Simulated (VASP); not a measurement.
**KBr in VASP: one cell, several levels of theory**

What does VASP give for KBr built on the rocksalt prototype, under -1.0 % equal strain in all directions, the cell held fixed? Runs: PBE, r2SCAN. The results are then set beside those of Ansatz 0.2.0 for the same cell.

Program: VASP 6.6.1. PAW datasets, plane waves. Calculated at 0 K for a non-magnetic cell.

## Step 1: Starting point

The cell comes from an earlier relaxation with r2SCAN in another program.

It is cubic, Fm-3m (No. 225); conventional cell a = 6.538 Å, 34.94 Å³ an atom. Near K stand 6 Br at 3.27 Å; near Br stand 6 K at 3.27 Å.

As a file:

```
CELL_PARAMETERS angstrom
0.00000 3.26923 3.26923
3.26923 0.00000 3.26923
3.26923 3.26923 0.00000
ATOMIC_POSITIONS crystal
K 0.00000 0.00000 0.00000
Br 0.50000 0.50000 0.50000
```

## Step 2: Single point with PBE

File INCAR:

```
ENCUT = 520.000000
SIGMA = 0.020000
EDIFF = 1.00e-07
GGA = PE
PREC = Accurate
IBRION = -1
ISIF = 2
ISMEAR = -1
NBANDS = 15
NELM = 120
NSW = 0
LASPH = .TRUE.
LCHARG = .FALSE.
LWAVE = .FALSE.
LREAL = .FALSE.
```

File KPOINTS:

```
KPOINTS created by Atomic Simulation Environment
0
Gamma
6 6 6
0 0 0
```

File KPOINTS_OPT:

```
special points
6
Reciprocal
0.0000000000 0.0000000000 0.0000000000 1
0.5000000000 0.0000000000 0.5000000000 1
0.6250000000 0.2500000000 0.6250000000 1
0.3750000000 0.3750000000 0.7500000000 1
0.5000000000 0.5000000000 0.5000000000 1
0.5000000000 0.2500000000 0.7500000000 1
```

File POSCAR:

```
K  Br
 1.0000000000000000
     0.0000000000000000    3.2692253285000001    3.2692253285000001
     3.2692253285000001    0.0000000000000000    3.2692253285000001
     3.2692253285000001    3.2692253285000001    0.0000000000000000
 K   Br
   1   1
Cartesian
  0.0000000000000000  0.0000000000000000  0.0000000000000000
  3.2692253285000001  3.2692253285000001  3.2692253285000001
```

The run uses the recommended PBE PAW datasets (16 valence electrons a neutral cell).

Launch:

```
> mpirun -np 1 vasp_std
```

Printed to the terminal (iteration lines stand in OSZICAR):

```text
POSCAR found type information on POSCAR K Br
 POSCAR found :  2 types and       2 ions
 LDA part: xc-table for (Slater+PW92), standard interpolation
 POSCAR, INCAR and KPOINTS ok, starting setup
 FFT: planning ... GRIDC
 FFT: planning ... GRID_SOFT
 FFT: planning ... GRID
 WAVECAR not read
 entering main loop
 Start KPOINTS_OPT (optional k-point list driver)
k-point batch [1-6\6]
```

OSZICAR:

```text
N       E                     dE             d eps       ncg     rms          rms(c)
DAV:   1     0.984370188019E+02    0.98437E+02   -0.70047E+03   480   0.948E+02
DAV:   2    -0.262261704846E+00   -0.98699E+02   -0.92565E+02   627   0.229E+02
DAV:   3    -0.611132758937E+01   -0.58491E+01   -0.58177E+01   627   0.495E+01
DAV:   4    -0.636678849500E+01   -0.25546E+00   -0.25539E+00   750   0.879E+00
DAV:   5    -0.636918770072E+01   -0.23992E-02   -0.23992E-02   648   0.972E-01    0.327E+00
DAV:   6    -0.620317184978E+01    0.16602E+00   -0.21264E-01   578   0.224E+00    0.240E+00
DAV:   7    -0.619277288619E+01    0.10399E-01   -0.10595E-01   648   0.177E+00    0.106E+00
DAV:   8    -0.620130607499E+01   -0.85332E-02   -0.11719E-02   561   0.785E-01    0.109E-01
DAV:   9    -0.620212379571E+01   -0.81772E-03   -0.75522E-04   620   0.169E-01    0.786E-02
DAV:  10    -0.620239352723E+01   -0.26973E-03   -0.26035E-04   508   0.927E-02    0.107E-02
DAV:  11    -0.620241072040E+01   -0.17193E-04   -0.24109E-05   608   0.288E-02    0.606E-03
DAV:  12    -0.620241210732E+01   -0.13869E-05   -0.38775E-06   515   0.131E-02    0.144E-03
DAV:  13    -0.620241220957E+01   -0.10226E-06   -0.80119E-08   564   0.160E-03    0.680E-04
DAV:  14    -0.620241234670E+01   -0.13713E-06   -0.20347E-08   359   0.955E-04    0.293E-04
DAV:  15    -0.620241234833E+01   -0.16253E-08   -0.40709E-09   331   0.347E-04
   1 F= -.62024123E+01 E0= -.62024123E+01  d E =-.828345E-12
       N       E                     dE             ncg
DAV:   1    -0.212808093055E+03   -0.30250E+04      180
DAV:   2    -0.807817701155E+03   -0.59501E+03      243
DAV:   3    -0.843417911263E+03   -0.35600E+02      266
DAV:   4    -0.844662035468E+03   -0.12441E+01      263
DAV:   5    -0.844669709907E+03   -0.76744E-02      258
DAV:   6    -0.844669878279E+03   -0.16837E-03      233
DAV:   7    -0.844669879500E+03   -0.12211E-05      266
DAV:   8    -0.844669879510E+03   -0.10110E-07      167
```

The lines after F= are the extra pass for the points of KPOINTS_OPT, at fixed density; their E is not a total energy.

OUTCAR, selected sections:

```text
k-points           NKPTS =     16   k-points in BZ     NKDIM =     16   number of bands    NBANDS=     15

   NELECT =      16.0000    total number of electrons

   dimension x,y,z NGX =    36 NGY =   36 NGZ =   36
   dimension x,y,z NGXF=    72 NGYF=   72 NGZF=   72

  energy-cutoff  :      520.00
  volume of cell :       69.88
      direct lattice vectors                 reciprocal lattice vectors
     0.000000000  3.269225329  3.269225329    -0.152941431  0.152941431  0.152941431
     3.269225329  0.000000000  3.269225329     0.152941431 -0.152941431  0.152941431
     3.269225329  3.269225329  0.000000000     0.152941431  0.152941431 -0.152941431

 k-points in reciprocal lattice and weights: KPOINTS created by Atomic Simulation Env
   0.00000000  0.00000000  0.00000000       0.005
   0.16666667  0.00000000  0.00000000       0.037
   0.33333333  0.00000000  0.00000000       0.037
   0.50000000  0.00000000  0.00000000       0.019
   0.16666667  0.16666667  0.00000000       0.028
   0.33333333  0.16666667  0.00000000       0.111
   0.50000000  0.16666667  0.00000000       0.111
  -0.33333333  0.16666667  0.00000000       0.111
[... 8 more k-points ...]

 E-fermi :  -1.1539

 k-point     1 :       0.0000    0.0000    0.0000
  band No.  band energies     occupation
      1     -29.3488      2.00000
      2     -13.9541      2.00000
      3     -12.8284      2.00000
      4     -12.8284      2.00000
      5     -12.8284      2.00000
      6      -1.6265      2.00000
      7      -1.6265      2.00000
      8      -1.6265      2.00000
      9       2.8842      0.00000
     10       5.9819      0.00000
     11       5.9819      0.00000
     12       5.9819      0.00000
     13       6.8231      0.00000
     14       6.8231      0.00000
     15      10.0479      0.00000

 k-point     2 :       0.1667    0.0000    0.0000
  band No.  band energies     occupation
      1     -29.3471      2.00000
      2     -14.0074      2.00000
      3     -12.8299      2.00000
      4     -12.8299      2.00000
      5     -12.7559      2.00000
      6      -2.0105      2.00000
      7      -1.7216      2.00000
      8      -1.7216      2.00000
      9       3.5578      0.00000
     10       5.8492      0.00000
     11       6.3156      0.00000
     12       6.3156      0.00000
     13       7.1984      0.00000
     14       7.1984      0.00000
     15      10.9622      0.00000

 k-point     3 :       0.3333    0.0000    0.0000
  band No.  band energies     occupation
      1     -29.3439      2.00000
      2     -14.0992      2.00000
      3     -12.8329      2.00000
      4     -12.8329      2.00000
      5     -12.6248      2.00000
      6      -2.6105      2.00000
      7      -1.8994      2.00000
      8      -1.8994      2.00000
      9       4.6565      0.00000
     10       6.1602      0.00000
     11       7.2093      0.00000
     12       7.2093      0.00000
     13       8.1427      0.00000
     14       8.1427      0.00000
     15      10.0311      0.00000

 k-point     4 :       0.5000    0.0000    0.0000
  band No.  band energies     occupation
      1     -29.3422      2.00000
      2     -14.1398      2.00000
      3     -12.8343      2.00000
      4     -12.8343      2.00000
      5     -12.5642      2.00000
      6      -2.8617      2.00000
      7      -1.9830      2.00000
      8      -1.9830      2.00000
      9       5.0240      0.00000
     10       6.7130      0.00000
     11       8.2121      0.00000
     12       8.2121      0.00000
     13       8.5386      0.00000
     14       8.5386      0.00000
     15       9.5019      0.00000

 k-point     5 :       0.1667    0.1667    0.0000
  band No.  band energies     occupation
      1     -29.3466      2.00000
      2     -14.0018      2.00000
      3     -12.8384      2.00000
      4     -12.8384      2.00000
      5     -12.7491      2.00000
      6      -2.1056      2.00000
      7      -1.7171      2.00000
      8      -1.7171      2.00000
      9       3.6989      0.00000
     10       5.3434      0.00000
     11       6.6868      0.00000
     12       6.6868      0.00000
     13       7.0274      0.00000
     14       7.5502      0.00000
     15      11.2516      0.00000

[... the tables of k-points 6 to 16 left out ...]

  Total        0.5517998      0.5517998      0.5517998     -0.0000000      0.0000000     -0.0000000
  in kB       12.6510785     12.6510785     12.6510785     -0.0000000      0.0000000     -0.0000000
  external PRESSURE =      12.6510785 kB  Pullay stress =       0.0000000 kB

 POSITION                                       TOTAL-FORCE (eV/Angst)
 -----------------------------------------------------------------------------------
      0.00000      0.00000      0.00000         0.000000      0.000000      0.000000
      3.26923      3.26923      3.26923        -0.000000     -0.000000     -0.000000
 -----------------------------------------------------------------------------------
    total drift:                                0.000000      0.000000      0.000000

  FREE ENERGIE OF THE ION-ELECTRON SYSTEM (eV)
  ---------------------------------------------------
  free  energy   TOTEN  =        -6.2024123483 eV

  energy  without entropy=       -6.2024123483  energy(sigma->0) =       -6.20241235
```

Hardware: 1 MPI rank of Intel Xeon 6975P-C, shared host.

The levels at the points of KPOINTS_OPT are read from vasprun.xml.

Band energies at the special points (eV, zero at the top of v, the last band that the electrons fill by count):

```csv
point,v−1,v,c,c+1
Γ,0.00,0.00,4.51,7.61
X,-0.30,-0.30,5.83,7.30
U,-0.67,-0.35,6.59,8.28
K,-0.67,-0.35,6.59,8.28
L,-0.36,-0.36,6.65,8.34
W,-0.61,-0.57,7.42,7.42
```

PBE gives a direct gap of 4.51 eV at Γ. Pressure: 1.27 GPa; the forces vanish within 0.01 eV/Å.

## Step 3: r2SCAN at this geometry

File INCAR:

```
ENCUT = 520.000000
SIGMA = 0.010000
EDIFF = 1.00e-07
ALGO = Normal
METAGGA = R2SCAN
PREC = Accurate
IBRION = -1
ISIF = 2
ISMEAR = 0
NBANDS = 15
NELM = 120
NSW = 0
LASPH = .TRUE.
LCHARG = .TRUE.
LELF = .TRUE.
LWAVE = .FALSE.
LREAL = .FALSE.
```

KPOINTS is that of step 2.

KPOINTS_OPT is that of step 2.

POSCAR is that of step 2.

Launch:

```
> mpirun -np 1 vasp_std
```

Printed to the terminal (iteration lines stand in OSZICAR):

```text
POSCAR found type information on POSCAR K Br
 POSCAR found :  2 types and       2 ions
 -----------------------------------------------------------------------------
|                                                                             |
|                                                                             |
|     You enforced a specific xc type in the INCAR file but a different       |
|     I HOPE YOU KNOW WHAT YOU ARE DOING!                                     |
|                                                                             |
 -----------------------------------------------------------------------------

 LDA part: xc-table for (None), standard interpolation
 POSCAR, INCAR and KPOINTS ok, starting setup
 FFT: planning ... GRIDC
 FFT: planning ... GRID_SOFT
 FFT: planning ... GRID
 WAVECAR not read
 entering main loop
 Start KPOINTS_OPT (optional k-point list driver)
k-point batch [1-6\6]
```

OSZICAR:

```text
N       E                     dE             d eps       ncg     rms          rms(c)
DAV:   1     0.787948100749E+02    0.78795E+02   -0.71407E+03   480   0.969E+02
DAV:   2    -0.206957973254E+02   -0.99491E+02   -0.92918E+02   641   0.237E+02
DAV:   3    -0.267199253288E+02   -0.60241E+01   -0.59851E+01   634   0.506E+01
DAV:   4    -0.270173381247E+02   -0.29741E+00   -0.29732E+00   743   0.961E+00
DAV:   5    -0.270202275672E+02   -0.28894E-02   -0.28894E-02   655   0.112E+00    0.302E+00
DAV:   6    -0.232578402737E+02    0.37624E+01   -0.10554E+00   705   0.863E+00    0.174E+00
DAV:   7    -0.232291904160E+02    0.28650E-01   -0.15634E-01   620   0.239E+00    0.885E-01
DAV:   8    -0.232388207063E+02   -0.96303E-02   -0.92553E-03   585   0.749E-01    0.434E-01
DAV:   9    -0.232442998975E+02   -0.54792E-02   -0.39437E-03   487   0.601E-01    0.106E-01
DAV:  10    -0.232443763913E+02   -0.76494E-04   -0.61658E-05   698   0.615E-02    0.556E-02
DAV:  11    -0.232445064043E+02   -0.13001E-03   -0.10822E-04   494   0.945E-02    0.830E-03
DAV:  12    -0.232445057935E+02    0.61083E-06   -0.18808E-06   676   0.101E-02    0.258E-03
DAV:  13    -0.232445058685E+02   -0.75001E-07   -0.31100E-07   558   0.396E-03
   1 F= -.23244506E+02 E0= -.23244506E+02  d E =-.809857E-38
       N       E                     dE             ncg
DAV:   1    -0.256078664145E+03   -0.30683E+04      180
DAV:   2    -0.876257648449E+03   -0.62018E+03      243
DAV:   3    -0.912130585483E+03   -0.35873E+02      250
DAV:   4    -0.914179087476E+03   -0.20485E+01      272
DAV:   5    -0.914189347830E+03   -0.10260E-01      250
DAV:   6    -0.914189568678E+03   -0.22085E-03      240
DAV:   7    -0.914189572660E+03   -0.39821E-05      266
DAV:   8    -0.914189572707E+03   -0.46457E-07      154
```

Parts of OUTCAR:

```text
k-points           NKPTS =     16   k-points in BZ     NKDIM =     16   number of bands    NBANDS=     15

   NELECT =      16.0000    total number of electrons

   dimension x,y,z NGX =    36 NGY =   36 NGZ =   36
   dimension x,y,z NGXF=    72 NGYF=   72 NGZF=   72

  energy-cutoff  :      520.00
  volume of cell :       69.88
      direct lattice vectors                 reciprocal lattice vectors
     0.000000000  3.269225329  3.269225329    -0.152941431  0.152941431  0.152941431
     3.269225329  0.000000000  3.269225329     0.152941431 -0.152941431  0.152941431
     3.269225329  3.269225329  0.000000000     0.152941431  0.152941431 -0.152941431

 k-points in reciprocal lattice and weights: KPOINTS created by Atomic Simulation Env
   0.00000000  0.00000000  0.00000000       0.005
   0.16666667  0.00000000  0.00000000       0.037
   0.33333333  0.00000000  0.00000000       0.037
   0.50000000  0.00000000  0.00000000       0.019
   0.16666667  0.16666667  0.00000000       0.028
   0.33333333  0.16666667  0.00000000       0.111
   0.50000000  0.16666667  0.00000000       0.111
  -0.33333333  0.16666667  0.00000000       0.111
[... 8 more k-points ...]

 E-fermi :  -1.9470

 k-point     1 :       0.0000    0.0000    0.0000
  band No.  band energies     occupation
      1     -30.8591      2.00000
      2     -14.7997      2.00000
      3     -13.5677      2.00000
      4     -13.5676      2.00000
      5     -13.5676      2.00000
      6      -2.0355      2.00000
      7      -2.0355      2.00000
      8      -2.0355      2.00000
      9       3.1259      0.00000
     10       6.2019      0.00000
     11       6.2019      0.00000
     12       6.2019      0.00000
     13       7.2008      0.00000
     14       7.2008      0.00000
     15      10.0981      0.00000

 k-point     2 :       0.1667    0.0000    0.0000
  band No.  band energies     occupation
      1     -30.8575      2.00000
      2     -14.8502      2.00000
      3     -13.5689      2.00000
      4     -13.5689      2.00000
      5     -13.4960      2.00000
      6      -2.4072      2.00000
      7      -2.1289      2.00000
      8      -2.1289      2.00000
      9       3.7935      0.00000
     10       6.0285      0.00000
     11       6.5505      0.00000
     12       6.5505      0.00000
     13       7.5874      0.00000
     14       7.5874      0.00000
     15      11.1132      0.00000

 k-point     3 :       0.3333    0.0000    0.0000
  band No.  band energies     occupation
      1     -30.8543      2.00000
      2     -14.9382      2.00000
      3     -13.5714      2.00000
      4     -13.5714      2.00000
      5     -13.3648      2.00000
      6      -3.0047      2.00000
      7      -2.3044      2.00000
      8      -2.3044      2.00000
      9       4.8457      0.00000
     10       6.3570      0.00000
     11       7.4876      0.00000
     12       7.4876      0.00000
     13       8.5577      0.00000
     14       8.5577      0.00000
     15      10.5119      0.00000

 k-point     4 :       0.5000    0.0000    0.0000
  band No.  band energies     occupation
      1     -30.8527      2.00000
      2     -14.9774      2.00000
      3     -13.5727      2.00000
      4     -13.5727      2.00000
      5     -13.3035      2.00000
      6      -3.2587      2.00000
      7      -2.3873      2.00000
      8      -2.3873      2.00000
      9       5.1589      0.00000
     10       6.9419      0.00000
     11       8.5716      0.00000
     12       8.5716      0.00000
     13       8.8666      0.00000
     14       8.8666      0.00000
     15      10.0812      0.00000

 k-point     5 :       0.1667    0.1667    0.0000
  band No.  band energies     occupation
      1     -30.8569      2.00000
      2     -14.8443      2.00000
      3     -13.5773      2.00000
      4     -13.5773      2.00000
      5     -13.4891      2.00000
      6      -2.5013      2.00000
      7      -2.1262      2.00000
      8      -2.1262      2.00000
      9       3.9457      0.00000
     10       5.4994      0.00000
     11       6.9383      0.00000
     12       6.9383      0.00000
     13       7.4153      0.00000
     14       7.9407      0.00000
     15      11.3945      0.00000

[... the tables of k-points 6 to 16 left out ...]

  Total        0.2418580      0.2418580      0.2418580      0.0000000      0.0000000     -0.0000000
  in kB        5.5450623      5.5450623      5.5450623      0.0000000      0.0000000     -0.0000000
  external PRESSURE =       5.5450623 kB  Pullay stress =       0.0000000 kB

 POSITION                                       TOTAL-FORCE (eV/Angst)
 -----------------------------------------------------------------------------------
      0.00000      0.00000      0.00000         0.000000     -0.000000     -0.000000
      3.26923      3.26923      3.26923        -0.000000      0.000000      0.000000
 -----------------------------------------------------------------------------------
    total drift:                                0.000000      0.000000      0.000000

  FREE ENERGIE OF THE ION-ELECTRON SYSTEM (eV)
  ---------------------------------------------------
  free  energy   TOTEN  =       -23.2445058685 eV

  energy  without entropy=      -23.2445058685  energy(sigma->0) =      -23.24450587
```

Hardware: 1 MPI rank of Intel Xeon 6975P-C, shared host.

The levels at the points of KPOINTS_OPT are read from vasprun.xml.

Band energies at the special points (eV, zero at the top of v, the last band that the electrons fill by count):

```csv
point,v−1,v,c,c+1
Γ,0.00,0.00,5.16,8.24
X,-0.30,-0.30,6.33,8.14
U,-0.67,-0.35,7.12,9.14
K,-0.67,-0.35,7.12,9.14
L,-0.35,-0.35,7.19,8.98
W,-0.62,-0.56,7.97,7.97
```

r2SCAN gives a direct gap of 5.16 eV at Γ. The pressure is 0.55 GPa; the forces vanish within 0.01 eV/Å.

The maps below are laid out on this run's own conventional cell (a, b, c = 6.538, 6.538, 6.538 Å).

Density in a lattice plane of the grid's cell (edges 6.54 and 6.54 Å, at 0.000 of the third edge), which holds K and Br.

Ten even steps from '0' (-0.70 e/Å³) to '9' (4.54 e/Å³):
```
875211112232223221111257
543211111233333211111234
221111111122222111111112
111111111111111111111111
111111111111111111111111
111111111111111111111111
222111111112221111111122
333211111234543211111233
223221111257875211112232
013321111369996311112331
223221111257875211112232
333211111234543211111233
222111111112221111111122
111111111111111111111111
111111111111111111111111
111111111111111111111111
221111111122222111111112
543211111233333211111234
875211112232223221111257
996311112331013321111369
```
Columns run along the first of these edges and rows up along the second, over one cell in 24 and 20 even steps from the bottom left corner. Atoms in the plane (fractional): K at (0.00, 0.00), K at (0.50, 0.50), Br at (0.00, 0.50), Br at (0.50, 0.00).

ELF in the same plane.

Ten even steps from '0' (0.01) to '9' (0.88):
```
679840179998789997104897
999720169999999996102799
775200157999999975100257
100000014678887641000000
111100000111111100000111
887641000000100000014678
999975100257775200157999
999996102799999720169999
789997104897679840179998
369997105985258950179996
789997104897679840179998
999996102799999720169999
999975100257775200157999
887641000000100000014678
111100000111111100000111
100000014678887641000000
775200157999999975100257
999720169999999996102799
679840179998789997104897
258950179996369997105985
```
Columns run along the first of these edges and rows up along the second, over one cell in 24 and 20 even steps from the bottom left corner. Atoms in the plane (fractional): K at (0.00, 0.00), K at (0.50, 0.50), Br at (0.00, 0.50), Br at (0.50, 0.00).

Both are smooth fields of the valence electrons: close to the nuclei they are not physical.

Maxima of ELF outside the ion cores: 0.88 in the shell around Br, 0.8 Å from Br.

## Step 4: What came out

| level | gap (eV) | pressure (GPa) | Ansatz: gap (eV) | Ansatz: pressure (GPa) |
| --- | --- | --- | --- | --- |
| PBE | 4.51 | 1.27 | 4.51 | 1.22 |
| r2SCAN | 5.16 | 0.55 | 5.16 | 0.56 |

The gap runs from 4.51 eV (PBE) to 5.16 eV (r2SCAN). The pressure is highest with PBE (1.3 GPa) and lowest with r2SCAN (0.6 GPa), which orders the cells that they would relax to. The two programs agree on the gap within 0.01 eV, far less than the spread between functionals. Datasets and cutoffs are each program's own.
